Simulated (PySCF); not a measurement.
# C6H7N: the cost of one run

Computed with PySCF 2.14.0, with density-fitted response routines of our own, on a single molecule, in the gas phase or a continuum. Atoms are numbered from 0 throughout.

## Step 1: Starting geometry

14 atoms, charge 0, multiplicity 1; geometry from: GFN2-xTB. The atoms were then displaced at random by about 0.01 Å, so the start is not that level's minimum.

Bonds of the start (Å): N0–C1 1.41, C1–C2 1.40, C2–C3 1.33, C3–C4 1.41, C4–C5 1.37, C5–C6 1.39, C6–C1 1.38, N0–H7 0.99, N0–H8 1.02, C2–H9 1.10, C3–H10 1.10, C4–H11 1.07, C5–H12 1.09, C6–H13 1.06.

## Step 2: Optimising the geometry at PBE0-D3(BJ)/def2-TZVP

Job settings and geometry (Å):

```
{"job": {"xc": "PBE0", "basis": "def2-TZVP", "d3": "d3bj", "grid": 2, "shake": 0.01, "kind": "geom"}, "charge": 0, "multiplicity": 1}
N      2.297070    -0.236430     0.204730
C      0.902110    -0.083900     0.065120
C      0.241690     1.078660     0.485660
C     -1.080460     1.182940     0.423110
C     -1.873800     0.124400    -0.077050
C     -1.240220    -1.018510    -0.496500
C      0.148460    -1.133220    -0.430880
H      2.729500    -0.909680    -0.376260
H      2.798850     0.650800     0.300440
H      0.848360     1.899400     0.889210
H     -1.608340     2.083410     0.769020
H     -2.940320     0.213350    -0.111740
H     -1.846080    -1.836160    -0.893600
H      0.616040    -2.030150    -0.759020
```

Launch:

```
> OMP_NUM_THREADS=2 python probes_run.py task.json out
```

One launch serves the whole session: the jobs run in the order shown.

**Question.** How long does this first job take on 2 threads of Intel Xeon at 2.50GHz, shared host, and how much memory does it need?

About 12 min, with a peak of 1.5 GiB.
